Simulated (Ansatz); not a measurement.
Here is an Ansatz 0.2.0 calculation.

File input.yaml:

```yaml
crystal:
  lattice:
    - [1.64034611, -2.1180379, 0.0]
    - [1.64034611, 2.1180379, 0.0]
    - [0.0, 0.0, 4.3094211]
  atoms:
    - { symbol: W, position: [0.5, 0.5, 0.5] }
    - { symbol: C, position: [0.0, 0.0, 0.0] }
kpoints:
  mp_grid: { grid: [10, 10, 6] }
scf:
  occupations: { method: fermi_dirac, width: 0.05 }
hamiltonian:
  xc: pbe
  pseudopotentials: { kind: all_electron, datasets: crystal }
output:
  forces: true
  stress: true
  eigenvalues: true
  dos: { projected: false, de: 0.2, e_range: [-14, 10] }
```

Potentials or basis: all-electron PAW datasets made for the crystal.

The run is started by

```console
$ ansatz run input.yaml --threads 1 --pin off --max-ram 3072MiB --backend cpu --events-out ev --progress --plain --runs-dir out
```

(1) What does it give for the band gap on the k mesh?

(2) What does it give for the pressure?

Answers

(1) none (metal or under the smearing width).

(2) -32.2 GPa.

Caveat: a pressure of tens of GPa on the cell as given is suspect, and the run, the potentials or the cell itself is likely at fault; the program warned that the printed levels may be off, so bands, gaps and densities of states are rough; the density of states is complete only up to the lowest level of the last band computed.
